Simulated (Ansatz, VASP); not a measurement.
**TiSb in two plane-wave programs**

Wanted: the spread between two codes on one cell, functional and k mesh. The cell is taken from a series of VASP runs on this material, whose earlier steps may have relaxed, scaled or displaced it; both programs get it as it stands.

Method: plane waves, with VASP 6.6.1 beside it; relaxation of cell and atoms at PBEsol, in Ansatz 0.2.0.

### 1. Set-up

It takes space group P6_3/mmc (No. 194, hexagonal). The conventional cell has a = 3.989 Å, b = 3.989 Å, c = 6.190 Å, α = 90.00°, β = 90.00°, γ = 120.00°. Nearest to Sb lie 6 Ti at 2.77 Å. Nearest to Ti lie 6 Sb at 2.77 Å and 2 Ti at 3.09 Å. Farther neighbours are not listed.

### 2. Ansatz: relaxation of cell and atoms, PBEsol

Ansatz runs on its default PAW (the set named soft_2) files.

The relaxed volume is the usual yardstick between codes: its relative difference is about their pressure difference at one cell divided by the bulk modulus.

File input.yaml:

```yaml
crystal:
  lattice:
    - [3.9894276975, 0.0, 0.0]
    - [-1.9947138487, 3.4549457325, 0.0]
    - [0.0, 0.0, 6.1899828785]
  atoms:
    - { symbol: Sb, position: [0.6666666667, 0.3333333333, 0.75] }
    - { symbol: Sb, position: [0.3333333333, 0.6666666667, 0.25] }
    - { symbol: Ti, position: [0.0, 0.0, 0.5] }
    - { symbol: Ti, position: [0.0, 0.0, 0.0] }
hamiltonian:
  xc: pbesol
  pseudopotentials: { kind: paw }
kpoints:
  mp_grid: { grid: [14, 14, 8] }
scf:
  occupations: { method: methfessel_paxton, width: 0.15 }
relax:
  f_tol: 0.01
  max_steps: 60
  cell: { stress_tol: 0.05 }
output:
  forces: true
  stress: true
```

Run with:

```console
$ ansatz run input.yaml --threads 4 --pin off --max-ram 9216MiB --backend cpu --events-out ev --progress --plain --runs-dir out
```

Numbers of over 12 decimals in the logs are rounded to 6 here.

What it wrote:

```text
Engine: ansatz 0.2.0, aarch64-unknown-linux-gnu
Pseudopotentials: kind: paw
Pseudopotential: Sb, paw, valence charge 15, recommended cutoff 420 eV (normal), Sb.paw.azcp
Pseudopotential: Ti, paw, valence charge 12, recommended cutoff 420 eV (normal), Ti.paw.azcp
Functional definition: PBEsol
  exchange = pbesol_x
  correlation = pbesol_c
Crystal: 4 atoms, lattice volume = 85.318 Å³
Basis set: ecut = 420 eV, 1701 PW (Γ), exchange–correlation on 54×54×90 points (8 copies of the dense FFT grid, shifted against one another)
Bands: 33, of which v1, the nominal top of the filled ones, is band 27 counted from 1 (26 counted from 0)
Symmetry: 24 space group operations
Space group: P63/mmc (ITA 194), of the structure as read, at distance tolerance 4.4e-5 Å
k-points: 120 of 1568
Non-local potential: Sb, projectors of the file, l = 0: 2, l = 1: 2, l = 2: 2, l = 3: 2
Non-local potential: Ti, projectors of the file, l = 0: 3, l = 1: 2, l = 2: 3, l = 3: 1
PAW form: soft (Blöchl's): semilocal exchange-correlation on the pseudo side does not see the compensation charge
PAW frozen core: Sb, regenerated for the run's functional, and the local potential with it (the file was generated under x = pbe(κ = 0.804, μ = 0.219515), c = pbe(β = 0.066725))
PAW frozen core: Ti, regenerated for the run's functional, and the local potential with it (the file was generated under x = pbe(κ = 0.804, μ = 0.219515), c = pbe(β = 0.066725))
PAW one-centre angular grid: Sb, 590 points (default); XC on 64 Gauss nodes
PAW one-centre angular grid: Ti, 590 points (default); XC on 64 Gauss nodes
Initial density: superposition of atomic densities (neutral atoms: chi_scale 0, normalization atom), corrected by the library's trained network
Initial wavefunctions: pseudopotential atomic-orbital guess
Functional: x = pbesol(κ = 0.804, μ = 0.123457), c = pbesol(β = 0.046)
SCF iter   1: F=—  HF=-17766.018673 eV  |F-HF|=—  |Δ(HF+E_count)|=         —  Δρ=5.24e-3  dr2=1.81e-2  ethr=1.77e-3  ⟨swp⟩=5.8  Hψ=16893  notcnv=0
preconditioner: auto → Kerker (q_TF=auto, 2.528 Å⁻¹)  [metal: Δε(μ)=0.008 eV  Ē_g=5.240 eV  σ=0.150 eV  W_gap=0.04  n_scr=22 (ndim 8)  ℏωp=17.1 eV  f_vac=0.000  D(μ)=3.42/eV (n_scr^D=22)]
SCF iter   2: F=—  HF=-17766.013967 eV  |F-HF|=—  |Δ(HF+E_count)|=   4.71e-3  S|Δr|=    0.00e0  Δρ=1.87e-3  dr2=1.85e-3  ethr=3.36e-5  ⟨swp⟩=2.9  Hψ=8102  notcnv=0  defer=4
SCF iter   3: F=—  HF=-17766.013625 eV  |F-HF|=—  |Δ(HF+E_count)|=   3.42e-4  S|Δr|=    0.00e0  Δρ=4.72e-4  dr2=1.32e-4  ethr=3.42e-6  ⟨swp⟩=3.0  Hψ=7597  notcnv=0  defer=4
SCF iter   4: F=—  HF=-17766.013631 eV  |F-HF|=—  |Δ(HF+E_count)|=   6.39e-6  S|Δr|=    0.00e0  Δρ=1.12e-4  dr2=1.59e-5  ethr=2.45e-7  ⟨swp⟩=2.0  Hψ=4920  notcnv=0  defer=4
SCF iter   5: F=—  HF=-17766.013645 eV  |F-HF|=—  |Δ(HF+E_count)|=   1.33e-5  S|Δr|=    0.00e0  Δρ=2.86e-5  dr2=7.35e-7  ethr=2.94e-8  ⟨swp⟩=2.0  Hψ=5005  notcnv=0  defer=4
SCF iter   6: F=—  HF=-17766.013645 eV  |F-HF|=—  |Δ(HF+E_count)|=   8.51e-9  S|Δr|=    0.00e0  Δρ=9.86e-6  dr2=1.51e-7  ethr=1.85e-10  ⟨swp⟩=5.0  Hψ=13268  notcnv=0
SCF iter   7: F=-17766.013645 eV  HF=-17766.013645 eV  |F-HF|=7.24e-10  |Δ(HF+E_count)|=   1.27e-8  S|Δr|=    0.00e0  Δρ=3.05e-6  dr2=9.46e-9  ethr=1.85e-10  ⟨swp⟩=4.0  Hψ=12101  notcnv=0
SCF 1 converged in 7 iterations: F = -17766.013645 eV  dr2 = 9.46e-9
  greatest PAW one-centre occupation: 0.999 electrons in one spin orbital (limit 2), on the Ti atom at site 3 (counted from 0), in its partial waves of l = 0
relax step   1: F+E_penalty+E_count = -17766.01364455 eV  Δ(F+E_penalty+E_count) = +0.000e0 eV  max|allowed force component| = 5.089e-17 eV/Å  Δτ_max = 0.0000 Å  P = -0.134 GPa  Ω = 85.318 Å³  (7 SCF iters, dr2 threshold 1.00e-7 eV, accepted)
[...]
relax step   2: F+E_penalty+E_count = -17766.01363936 eV  Δ(F+E_penalty+E_count) = +5.181e-6 eV  max|allowed force component| = 9.483e-17 eV/Å  Δτ_max = 0.0000 Å  P = +0.202 GPa  Ω = 85.040 Å³  energy of the carried Pulay correction = +5.493e-5 eV  (5 SCF iters, dr2 threshold 6.25e-8 eV, rejected (line search))
[...]
relax step   3: F+E_penalty+E_count = -17766.01371514 eV  Δ(F+E_penalty+E_count) = -7.059e-5 eV  max|allowed force component| = 7.286e-17 eV/Å  Δτ_max = 0.0000 Å  P = -0.000 GPa  Ω = 85.207 Å³  energy of the carried Pulay correction = +2.185e-5 eV  (7 SCF iters, accepted)
[...]
relax step   4: F+E_penalty+E_count = -17766.01369247 eV  Δ(F+E_penalty+E_count) = +2.267e-5 eV  max|allowed force component| = 8.211e-17 eV/Å  Δτ_max = 0.0000 Å  P = -0.000 GPa  Ω = 85.207 Å³  stress off target by 7.99e-4 GPa  SCF on the basis re-selected at this cell (its energy is not comparable with the rows above)  (3 SCF iters)
basis re-selected at this cell: Δ(F+E_penalty+E_count) = +2.267e-5 eV, ΔP = +0.000 GPa vs the last step (what re-selecting the basis moved, of the pressure what is left beyond the Pulay correction that the steps carried, after the strain that the cell walked since its last selection, with what the two solves' SCF thresholds leave and, on support functions, any second-order correction that the steps lacked; it is no m [...]
SCF converged after 3 iterations
Stability not checked: this state was not tested for a lower state beside it, because cold or Methfessel-Paxton smearing, or corrected tetrahedra, fill the levels in a way that the test cannot read (fill_not_monotonic; see scf.lower_state_search)
Free energy (F): -17766.013692 eV
Harris-Foulkes:  -17766.013692 eV  (|F-HF|=3.64e-12)
Internal energy: -17766.013369 eV  (E = F + TS)
E sigma→0 (E₀):  -17766.013612 eV
Entropy (-TS):   -0.000323 eV (-0.081 meV/atom)
Fermi energy:    12.705906 eV
--- Per-component energies (eV) ---
  E_band       = -588.300669
  E_kinetic    = 964.302120
  E_local      = -4629.347147  (includes V_loc(G=0)·N_el)
  E_nonlocal   = 752.156707
  E_hartree    = 2050.771543
  E_xc         = -470.558581
  E_vxc        = -439.373535  (∫ρ·V_xc dr)
  E_paw        = -11049.242738  (= ΣΔE_a)
  E_vpaw       = -1337.582051  (= ΣTr[D̂ρ^β])
  E_aug_tail   = 0.000223  (compensation charges beyond the density's cutoff)
  E_ewald      = -5385.037978
  E_core_change = 0.942483  (= ΣΔE_core)
  E_smearing   = -0.000323  (= −TS)
  E_closure    = -0.000000  (closes the sum)
  Σ components = -17766.013692   (vs F -17766.013692, Δ=0.00e0)
--- Forces (eV/Å), atoms counted from 1 ---
  atom   1  Sb    -0.00000000     0.00000000     0.00000000
  atom   2  Sb     0.00000000    -0.00000000     0.00000000
  atom   3  Ti     0.00000000     0.00000000     0.00000000
  atom   4  Ti     0.00000000     0.00000000     0.00000000
  max |Σ_I F_I| component: 2.78e-17 eV/Å
--- Stress (GPa, compression-positive) ---
        0.000074      -0.000000       0.000000
       -0.000000       0.000074       0.000000
        0.000000       0.000000      -0.000799
  P = ⅓ Tr σ = -0.0002 GPa (-0.002 kbar)
--- Relaxed structure (3 steps of the walk, 2 accepted, 1 SCFs on fresh bases) ---
  F+E_penalty+E_count = -17766.01369247 eV   max|allowed force component| = 8.211e-17 eV/Å   (the final SCF, on the basis selected at the relaxed cell)
  cell:  # Å, volume = 85.2074 Å³
    - [3.988165, -2.8858397400401176e-11, 0.0]
    - [-1.994082, 3.453852, 0.0]
    - [0.0, 0.0, 6.185866]
  atoms:
    - { symbol: Sb, position: [0.666667, 0.333333, 0.750000] }
    - { symbol: Sb, position: [0.333333, 0.666667, 0.250000] }
    - { symbol: Ti, position: [0, 0, 0.500000] }
    - { symbol: Ti, position: [0, 0, 0] }
```

Wall time 15 s (4 threads of Arm Neoverse V1, shared host); peak memory 0.59 GiB.

### 3. VASP: relaxation of cell and atoms, PBEsol

The same cell, functional, mesh and smearing now go to VASP, with its own data sets and cutoff.

Lines of VASP's logs that name or quote its potential files are left out, and so is its time.

File INCAR:

```
SYSTEM = TiSb
PREC = Accurate
ENCUT = 520
EDIFF = 1E-07
NELM = 100
ISMEAR = 1
SIGMA = 0.15
LREAL = .FALSE.
ALGO = Normal
GGA = PS
NBANDS = 23
LASPH = .TRUE.
LORBIT = 11
LWAVE = .FALSE.
LCHARG = .FALSE.
KPAR = 4
IBRION = 2
NSW = 50
ISIF = 3
EDIFFG = -0.005
```

File POSCAR:

```
TiSb
1.0
    3.9894276975      0.0000000000      0.0000000000
   -1.9947138487      3.4549457325      0.0000000000
    0.0000000000      0.0000000000      6.1899828785
Sb Ti
2 2
Direct
    0.6666666667      0.3333333333      0.7500000000
    0.3333333333      0.6666666667      0.2500000000
    0.0000000000      0.0000000000      0.5000000000
    0.0000000000      0.0000000000      0.0000000000
```

File KPOINTS:

```
Automatic mesh
0
Gamma
14 14 8
0 0 0
```

The projector-augmented-wave data sets are Sb and Ti_sv (PBE family, release 64).

Run with:

```console
$ mpirun -np 4 vasp_std
```

What it wrote:

```text
[banner, memory and clock lines left out]
running    4 mpi-ranks, on    1 nodes
 distrk:  each k-point on    1 cores,    4 groups
 distr:  one band on    1 cores,    1 groups

 POSCAR found type information on POSCAR SbTi
 POSCAR found :  2 types and       4 ions
|                                                                             |
|               ----> ADVICE to this user running VASP <----                  |
|                                                                             |
|     You enforced a specific xc type in the INCAR file but a different       |
|     [... a line on the potential file left out ...]
|     I HOPE YOU KNOW WHAT YOU ARE DOING!                                     |
|                                                                             |

 LDA part: xc-table for (Slater+PW92), standard interpolation
 POSCAR, INCAR and KPOINTS ok, starting setup
 FFT: planning ... GRIDC
 FFT: planning ... GRID_SOFT
 FFT: planning ... GRID
 WAVECAR not read
 entering main loop
       N       E                     dE             d eps       ncg     rms          rms(c)
DAV:   1     0.343417966200E+03    0.34342E+03   -0.15797E+04  5528   0.151E+03
DAV:   2     0.564379958642E+01   -0.33777E+03   -0.32996E+03  5730   0.433E+02
DAV:   3    -0.287680548164E+02   -0.34412E+02   -0.33676E+02  9552   0.125E+02
DAV:   4    -0.313156299740E+02   -0.25476E+01   -0.25310E+01  8281   0.294E+01
DAV:   5    -0.314577161400E+02   -0.14209E+00   -0.14205E+00  7885   0.539E+00    0.144E+01
DAV:   6    -0.281931768345E+02    0.32645E+01   -0.30848E+01  7077   0.423E+01    0.518E+00
DAV:   7    -0.278615595204E+02    0.33162E+00   -0.42514E+00  7004   0.163E+01    0.347E+00
DAV:   8    -0.278324447167E+02    0.29115E-01   -0.50424E-01  8400   0.534E+00    0.105E+00
DAV:   9    -0.278188961708E+02    0.13549E-01   -0.11501E-01  7203   0.276E+00    0.346E-01
DAV:  10    -0.278196567632E+02   -0.76059E-03   -0.38159E-03  8187   0.513E-01    0.803E-02
DAV:  11    -0.278197263729E+02   -0.69610E-04   -0.81781E-04  8108   0.184E-01    0.697E-02
DAV:  12    -0.278196908455E+02    0.35527E-04   -0.31939E-04  7531   0.134E-01    0.604E-03
DAV:  13    -0.278196892642E+02    0.15813E-05   -0.89144E-06  7632   0.269E-02    0.351E-03
DAV:  14    -0.278196892891E+02   -0.24858E-07   -0.41397E-07  6370   0.669E-03
   1 F= -.27819689E+02 E0= -.27819562E+02  d E =-.278197E+02
 curvature:   0.00 expect dE= 0.000E+00 dE for cont linesearch  0.000E+00
 trial: gam= 0.00000 g(F)=  0.293E-48 g(S)=  0.345E-05 ort = 0.000E+00 (trialstep = 0.100E+01)
 search vector abs. value=  0.345E-05
 reached required accuracy - stopping structural energy minimisation
```

From OUTCAR (step 3):

```text
ion  position               nearest neighbor table
   1  0.667  0.333  0.750-   3 2.77   4 2.77   3 2.77   4 2.77   3 2.77   4 2.77
   2  0.333  0.667  0.250-   3 2.77   4 2.77   3 2.77   4 2.77   3 2.77   4 2.77
   3  0.000  0.000  0.500-   1 2.77   2 2.77   2 2.77   1 2.77   1 2.77   2 2.77
   4  0.000  0.000  0.000-   1 2.77   2 2.77   2 2.77   1 2.77   1 2.77   2 2.77

  LATTYP: Found a hexagonal cell.
 ALAT       =     3.9894276975
 C/A-ratio  =     1.5515967071

 Subroutine GETGRP returns: Found 24 space group operations
 (whereof 12 operations were pure point group operations)

The static configuration has the point symmetry D_3d.
 The point group associated with its full space group is D_6h.

 Found    120 irreducible k-points:

   k-points           NKPTS =    120   k-points in BZ     NKDIM =    120   number of bands    NBANDS=     23

   dimension x,y,z NGX =    30 NGY =   30 NGZ =   48
   dimension x,y,z NGXF=    60 NGYF=   60 NGZF=   96

   ENCUT  =  520.0 eV  38.22 Ry    6.18 a.u.   7.42  7.42 11.51*2*pi/ulx,y,z

   NELECT =      34.0000    total number of electrons

 k-points in reciprocal lattice and weights: Automatic mesh
   0.00000000  0.00000000  0.00000000       0.001
   0.07142857  0.00000000  0.00000000       0.004
   0.14285714  0.00000000  0.00000000       0.004
   0.21428571  0.00000000  0.00000000       0.004
   0.28571429  0.00000000  0.00000000       0.004
   0.35714286  0.00000000  0.00000000       0.004
   0.42857143  0.00000000  0.00000000       0.004
   0.50000000  0.00000000  0.00000000       0.002
   0.07142857  0.07142857  0.00000000       0.004
[...]
0.28571429  0.28571429  0.50000000       0.004
   0.35714286  0.28571429  0.50000000       0.004

 average (electrostatic) potential at core
       1 -83.3004       2 -83.3004       3 -72.3819       4 -72.3819

 E-fermi :   8.6847

 k-point     1 :       0.0000    0.0000    0.0000
  band No.  band energies     occupation
    ...
     14       7.5494      2.00000
     15       8.4152      2.02910
     16       8.4152      2.02911
     17       8.6734      1.12701
     18       8.6734      1.12701
     19       9.8910     -0.00000
     20       9.8910     -0.00000
     21      10.0129     -0.00000
     22      10.0129     -0.00000
     23      10.5242     -0.00000

 k-point     2 :       0.0714    0.0000    0.0000
  band No.  band energies     occupation
    ...
     14       7.5022      2.00000
     15       8.2132      2.00008
     16       8.2686      2.00062
     17       8.4547      2.05226
     18       8.7091      0.72875
     19       9.7875     -0.00000
     20       9.9133     -0.00000
     21       9.9822     -0.00000
     22      10.0117     -0.00000
     23      10.8588     -0.00000

 k-point     3 :       0.1429    0.0000    0.0000
  band No.  band energies     occupation
    ...
     13       6.1688      2.00000
     14       7.1871      2.00000
     15       7.8492      2.00000
     16       7.9561      2.00000
     17       7.9908      2.00000
     18       8.8123     -0.00365
     19       9.6521     -0.00000
     20       9.8043     -0.00000
     21      10.0087     -0.00000
     22      10.1004     -0.00000
    ...

  Total        0.0104665      0.0104665      0.0081979      0.0000000      0.0000000      0.0000000
  in kB        0.1965495      0.1965495      0.1539472      0.0000000      0.0000000      0.0000000
  external PRESSURE =       0.1823487 kB  Pullay stress =       0.0000000 kB

  energy-cutoff  :      520.00
  volume of cell :       85.32
      direct lattice vectors                 reciprocal lattice vectors
     3.989427698  0.000000000  0.000000000     0.250662520  0.144720073  0.000000000
    -1.994713849  3.454945733  0.000000000     0.000000000  0.289440147  0.000000000
     0.000000000  0.000000000  6.189982879     0.000000000  0.000000000  0.161551335

 POSITION                                       TOTAL-FORCE (eV/Angst)
 -----------------------------------------------------------------------------------
      1.99471      1.15165      4.64249         0.000000     -0.000000      0.000000
     -0.00000      2.30330      1.54750         0.000000      0.000000      0.000000
      0.00000      0.00000      3.09499         0.000000      0.000000      0.000000
      0.00000      0.00000      0.00000        -0.000000      0.000000      0.000000
 -----------------------------------------------------------------------------------
    total drift:                               -0.000000      0.000000     -0.000000

  FREE ENERGIE OF THE ION-ELECTRON SYSTEM (eV)
  ---------------------------------------------------
  free  energy   TOTEN  =       -27.8196892891 eV

  energy  without entropy=      -27.8193074595  energy(sigma->0) =      -27.81956201

 reached required accuracy - stopping structural energy minimisation

 total charge
# of ion       s       p       d       tot
------------------------------------------
    1        1.118   1.416   0.045   2.579
    2        1.118   1.416   0.045   2.579
    3        2.169   6.115   1.953  10.237
    4        2.169   6.115   1.953  10.237
--------------------------------------------------
tot          6.573  15.062   3.996  25.631

[... 3 further parts left out ...]
```

### 4. Differences

Known differences besides the potentials themselves: both relaxations stop at a tolerance, which leaves soft axes loose, and VASP keeps its plane-wave basis; the data sets hold 54 valence electrons in Ansatz (default PAW (the set named soft_2) files) and 34 in VASP; the cutoff is 420 eV in Ansatz and 520 eV in VASP; Ansatz makes its cores anew for this functional, VASP keeps those of its PBE data sets; Ansatz adds a Pulay correction to the stress that steers its cell, VASP none. Total energies have different zeros and are not compared.

Compared:

| quantity | Ansatz | VASP | difference |
| --- | --- | --- | --- |
| volume (Å³) | 85.21 | 85.32 | -0.13 % |
| edge a after relaxation, in the typed setting (Å) | 3.988 | 3.989 | -0.03 % |
| edge c after relaxation, in the typed setting (Å) | 6.186 | 6.190 | -0.07 % |

The walks stopped with 0.00 GPa left in Ansatz and 0.02 GPa in VASP; each walk ends within a tolerance, so the volume difference is uncertain by about these residues over the bulk modulus, most in soft cells.

### 5. Summary of results

* difference in volume (relaxation of cell and atoms, PBEsol): -0.13 %

The difference in volume is -0.13 % (relaxation of cell and atoms, PBEsol), within the 1.2 % picked in this series as the mark of a large difference, as far as the stopping tolerances let one tell. How closely two codes agree says nothing of how well the functional describes the real material.

[Lines on the potential files, build, host, timing and source positions are cut from VASP's logs without a mark.]

[Logs are printed without paths, hosts, clocks, repeated set-up lines and the standing remarks that a program may print on its own settings, such as how far it seeks lower states.]

[Hosts, paths, dates, database ids (printed as entryN), source tags and the programs' standing remarks are cut or masked in the printed files.]
